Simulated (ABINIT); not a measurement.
A calculation with ABINIT 10.8.3 (patched build) of Au (native input, structure from a POSCAR):

run.abi

```
# Pseudopotentials
pp_dirpath "./"
pseudos "Au.GGA_PBE-JTH.xml"

# Structure
structure "poscar:POSCAR"
natom 1

# Plane-wave basis
ecut 20.0
pawecutdg 40.0
pawxcdev 0

# k points
kptopt 1
ngkpt 10 10 10
nshiftk 1
shiftk 0.0 0.0 0.0

# Exchange and correlation
ixc 11

# Bands and occupations
nband 10
occopt 3
tsmear 0.05 eV

# SCF cycle
nstep 100
tolvrs 1.0e-9

# Output
iomode 3
prtwf 0
prteig 0
prtebands 0
prtden 1
prtvha 1
prtvclmb 1
prtpot 1
```

POSCAR

```
Au
1.0
    2.7484100000      0.0000000000      0.0000000000
    0.0000000000      2.7484100000      0.0000000000
    0.0000000000      0.0000000000      2.7484100000
Au
1
Direct
    0.5000000000      0.5000000000      0.5000000000  Au
```

Potentials or basis: JTH PAW PBE v2.0.

The run is started by

```console
$ abinit run.abi > log 2>&1
```

The cell was built by a generator and needn't be a form met in nature.

Question: Write the same calculation in another form: ASE script, Cartesian positions.

Answer: As run:

File run.py:

```python
import json, os
import numpy as np
from ase.units import GPa
from ase.calculators.abinit import Abinit, AbinitProfile
from ase.io import read

atoms = read('Au.xyz')

profile = AbinitProfile(command='abinit', pp_paths=[os.path.abspath('pseudos')])
params = dict(
    pps='pawxml', xc='PBE',
    ecut=544.2277,
    pawecutdg=1088.4554,
    pawxcdev=0,
    kptopt=1,
    ngkpt=[10, 10, 10],
    nshiftk=1,
    shiftk=[0.0, 0.0, 0.0],
    ixc=11,
    nband=10,
    occopt=3,
    tsmear=0.05,
    nstep=100,
    tolvrs=1e-09,
    prtwf=0,
    prtden=0,
)

atoms.calc = Abinit(profile=profile, directory='run', **params)
energy = atoms.get_potential_energy()
forces = atoms.get_forces()
stress = atoms.get_stress()
print(f'energy {energy:.6f} eV')
print('forces (eV/A)')
print(np.round(forces, 5))
print('stress (GPa, Voigt, tension positive)', np.round(stress / GPa, 4))
json.dump(dict(energy=energy, forces=forces.tolist(), stress=stress.tolist(), cell=atoms.cell.tolist(), frac=atoms.get_scaled_positions(wrap=False).tolist()), open('results.json', 'w'))
```

Contents of Au.xyz:

```xyz
1
Lattice="2.7484100000 0.0000000000 0.0000000000 0.0000000000 2.7484100000 0.0000000000 0.0000000000 0.0000000000 2.7484100000" Properties=species:S:1:pos:R:3 pbc="T T T"
Au     1.3742050000      1.3742050000      1.3742050000
```

Potentials or basis: JTH PAW PBE v2.0.

Command:

```console
$ python run.py
```

Both were run:

|  | native input, structure from a POSCAR | ASE script, Cartesian positions |
| --- | --- | --- |
| Pressure | 0.4 GPa | 0.4 GPa |
| Band gap on the k mesh | none (metal or under the smearing width) | none (metal or under the smearing width) |
| Valence electrons inside the program's atomic spheres | Au 9.48 (radii [1.3275] Å) | Au 9.48 (radii [1.3275] Å) |

Keys that steer only the numerical path or the files written may differ.
